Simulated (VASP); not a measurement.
# Mg₈O₇: saddle point by the improved dimer method

Mg₈O₇, defect, 15 atoms in the cell. PBE, improved dimer method; PAW potentials Mg, O (PBE set).

Path: a O atom hops into a neighbouring O vacancy; Length of the hop (Å): 2.68; Charge of the cell: 2; Atoms free in the vibrations (from 0): 1, 3, 7, 8, 9.

## Input

INCAR.step1:
```
PREC = Accurate
ENCUT = 400
EDIFF = 1E-7
ISMEAR = 0
SIGMA = 0.05
LREAL = False
LASPH = True
NELM = 100
ALGO = Normal
LWAVE = False
LCHARG = False
ISYM = 0
NELECT = 56.0
KPAR = 8
IBRION = 2
NSW = 100
ISIF = 2
EDIFFG = -0.005
POTIM = 0.5
```

INCAR.step2, as INCAR.step1 but for:
```
- EDIFF = 1E-7
- EDIFFG = -0.005
+ EDIFF = 1E-6
+ EDIFFG = -0.02
```

INCAR.step3, as INCAR.step2 but for:
```
- IBRION = 2
- NSW = 100
- ISIF = 2
- POTIM = 0.5
+ IBRION = 44
+ NSW = 300
```

INCAR.step4, as INCAR.step3 but for:
```
- EDIFF = 1E-6
- IBRION = 44
- NSW = 300
- EDIFFG = -0.02
+ EDIFF = 1E-7
+ IBRION = 5
+ NFREE = 2
+ POTIM = 0.015
+ NSW = 1
```

KPOINTS:
```
k-points
0
Gamma
  3 3 3
```

POSCAR.step1:
```
Mg8O7
1.0
    5.8760418068      0.0000000000      0.0000000000
   -2.9380209034      5.0888014784      0.0000000000
    0.0000000000      0.0000000000      5.3593600000
Mg O
8 7
Direct
    0.0000000000      0.0000000000      0.0000000000
    0.0000000000      0.0000000000      0.5000000000
    0.0000000000      0.5000000000      0.0000000000
    0.0000000000      0.5000000000      0.5000000000
    0.5000000000      0.0000000000      0.0000000000
    0.5000000000      0.0000000000      0.5000000000
    0.5000000000      0.5000000000      0.0000000000
    0.5000000000      0.5000000000      0.5000000000
    0.1666666666      0.3333333334      0.7500000000
    0.1666666666      0.8333333334      0.2500000000
    0.1666666666      0.8333333334      0.7500000000
    0.6666666666      0.3333333334      0.2500000000
    0.6666666666      0.3333333334      0.7500000000
    0.6666666666      0.8333333334      0.2500000000
    0.6666666666      0.8333333334      0.7500000000
```

POSCAR.step2:
```
Mg8O7
1.0
    5.8760418068      0.0000000000      0.0000000000
   -2.9380209034      5.0888014784      0.0000000000
    0.0000000000      0.0000000000      5.3593600000
Mg O
8 7
Direct
    0.0000000000      0.0000000000      0.0000000000
    0.0000000000      0.0000000000      0.5000000000
    0.0000000000      0.5000000000      0.0000000000
    0.0000000000      0.5000000000      0.5000000000
    0.5000000000      0.0000000000      0.0000000000
    0.5000000000      0.0000000000      0.5000000000
    0.5000000000      0.5000000000      0.0000000000
    0.5000000000      0.5000000000      0.5000000000
    0.1666666666      0.3333333334      1.2500000000
    0.1666666666      0.8333333334      0.2500000000
    0.1666666666      0.8333333334      0.7500000000
    0.6666666666      0.3333333334      0.2500000000
    0.6666666666      0.3333333334      0.7500000000
    0.6666666666      0.8333333334      0.2500000000
    0.6666666666      0.8333333334      0.7500000000
```

POSCAR.step3:
```
Mg8O7                                   
1.0
    5.8760418068      0.0000000000      0.0000000000
   -2.9380209034      5.0888014784      0.0000000000
    0.0000000000      0.0000000000      5.3593600000
Mg O
8 7
Direct
    0.9897562400      0.9657328268      1.0219835959
    0.9718914165      0.9477059382      0.5131460767
    0.9806737238      0.5113282582      1.0171847762
    0.9864562179      0.5259591248      0.5126440666
    0.4980206024     -0.0019780393      1.0113775197
    0.4994368008      0.0014383424      0.5154205894
    0.5270930649      0.5114462777      1.0205035149
    0.5567503749      0.5272661546      0.5120738573
    0.1667742760      0.3353135016      0.5250895981
    0.1642842453      0.8318009379      0.2678751214
    0.1613567867      0.8312589191      0.7716215622
    0.6694079431      0.3347039109      0.2666519366
    0.6600049136      0.3390926501      0.7647271140
    0.6620800002      0.8339775122      0.2667440035
    0.6639759430      0.8283155234      0.7684314046

   -0.0000000263      0.0000358573      0.1320355551
   -0.0000000193      0.0000358596      0.0042629471
    0.0000311433     -0.0000180136      0.1320354726
    0.0000311465     -0.0000180077      0.0042630204
    0.0000000201      0.0000000017      0.0777367488
    0.0000000200      0.0000000015      0.0585617439
   -0.0000311558     -0.0000180007      0.1320355432
   -0.0000311569     -0.0000179936      0.0042629412
    0.0000000271      0.0000001341     -0.9540894501
    0.0015306225      0.0008836929      0.0681493041
   -0.0016497776     -0.0009526194      0.0681492906
   -0.0000000537     -0.0017669841      0.0681491881
   -0.0000000113      0.0019050912      0.0681492015
   -0.0015306147      0.0008836130      0.0681492467
    0.0016498360     -0.0009526322      0.0681492468
```

POSCAR.step4:
```
Mg8O7
1.0
    5.8760418068      0.0000000000      0.0000000000
   -2.9380209034      5.0888014784      0.0000000000
    0.0000000000      0.0000000000      5.3593600000
Mg O
8 7
Selective dynamics
Direct
    0.9797764617      0.9600799977      0.0176748003  F F F
    0.9837135264      0.9674619592      0.5177007306  T T T
    0.9797926062      0.5189492125      0.0164079205  F F F
    0.9833237875      0.5152836470      0.5165960338  T T T
    0.4994033383      0.9992606165      0.0169924032  F F F
    0.4995521364      0.9992826483      0.5169638740  F F F
    0.5385112606      0.5187840846      0.0168189234  F F F
    0.5314036782      0.5153679418      0.5168895114  T T T
    0.1660690161      0.3327992278      0.5172437288  T T T
    0.1615118583      0.8301741659      0.2630831279  T T T
    0.1616950996      0.8307042745      0.7712355745  F F F
    0.6683588190      0.3369754987      0.2625067736  F F F
    0.6682797892      0.3372321112      0.7705343738  F F F
    0.6683176604      0.8304761877      0.2633956904  F F F
    0.6682535113      0.8305302654      0.7714312709  F F F
```

POSCAR.step5:
```
Mg8O7
1.0
    5.8760418068      0.0000000000      0.0000000000
   -2.9380209034      5.0888014784      0.0000000000
    0.0000000000      0.0000000000      5.3593600000
Mg O
8 7
Selective dynamics
Direct
    0.9871686609      0.9743373467      0.9843848210  F F F
    0.9871686585      0.9743373465      0.5156151746  T T T
    0.9871686142      0.5128313359      0.9843848453  F F F
    0.9871686115      0.5128313331      0.5156151548  T T T
    0.5000000006      0.0000000311      0.9976011170  F F F
    0.5000000005      0.0000000310      0.5023988835  F F F
    0.5256627070      0.5128313439      0.9843848292  F F F
    0.5256627064      0.5128313413      0.5156151755  T T T
    0.1666666715      0.3333332964      0.7499999986  T T T
    0.1633975792      0.8316988085      0.2499999587  T T T
    0.1645748087      0.8322873702      0.7499999665  F F F
    0.6683012611      0.3366024558      0.2500000415  F F F
    0.6677125425      0.3354250935      0.7500000336  F F F
    0.6683012981      0.8316988192      0.2500000001  F F F
    0.6677125455      0.8322873808      0.7500000001  F F F
```

Commands (each step's output is kept before the next begins):
```
cat potpaw_PBE.64/Mg/POTCAR potpaw_PBE.64/O/POTCAR > POTCAR
cp INCAR.step1 INCAR
cp POSCAR.step1 POSCAR
mpirun -np 8 vasp_std > vasp.out
cp INCAR.step2 INCAR
cp POSCAR.step2 POSCAR
mpirun -np 8 vasp_std > vasp.out
# the block under the positions in POSCAR is the starting axis: the straight line between the two relaxed ends
cp INCAR.step3 INCAR
cp POSCAR.step3 POSCAR
mpirun -np 8 vasp_std > vasp.out
# POSCAR: the saddle point
cp INCAR.step4 INCAR
cp POSCAR.step4 POSCAR
mpirun -np 8 vasp_std > vasp.out
# POSCAR: the relaxed minimum
cp POSCAR.step5 POSCAR
mpirun -np 8 vasp_std > vasp.out
```

## Result

- Barrier (eV): 0.700
- Barrier with zero-point energies (eV): 0.749
- Imaginary frequency (cm⁻¹): 171
- Imaginary modes at the saddle: 1
- Attempt frequency (THz): 0.7
- Force evaluations of the dimer: 53
- Largest force left (eV/Å): 0.0165
- Ionic steps, all stages: 137
- Electronic steps, all stages: 1002

Vibrations (cm⁻¹; a negative value is imaginary):

| Mode | Minimum | Saddle |
|---|---|---|
| 1 | 466 | 728 |
| 2 | 434 | 727 |
| 3 | 402 | 583 |
| 4 | 399 | 475 |
| 5 | 398 | 406 |
| 6 | 373 | 400 |
| 7 | 372 | 385 |
| 8 | 358 | 370 |
| 9 | 342 | 354 |
| 10 | 335 | 335 |
| 11 | 265 | 332 |
| 12 | 250 | 240 |
| 13 | 194 | 211 |
| 14 | 179 | 185 |
| 15 | 176 | -171 |

Harmonic rate, classical:

| Temperature (K) | Jumps per second |
|---|---|
| 300 | 1.3 |
| 600 | 9.5e+05 |
| 900 | 8.6e+07 |

The cell is MgO (16 atoms) with one O atom missing.

Limits: the cell holds 15 atoms, so the vacancy or interstitial meets its own images and the barrier isn't that of a lone defect; the cell is charged against a uniform background; the barrier compares two equally charged cells; the attempt frequency counts the hopping atom and the four atoms nearest to it, while all others are held.

VASP 6.6.1 took 1317 s on 8 cores (Intel Xeon Platinum 8488C (Sapphire Rapids)), a shared host.
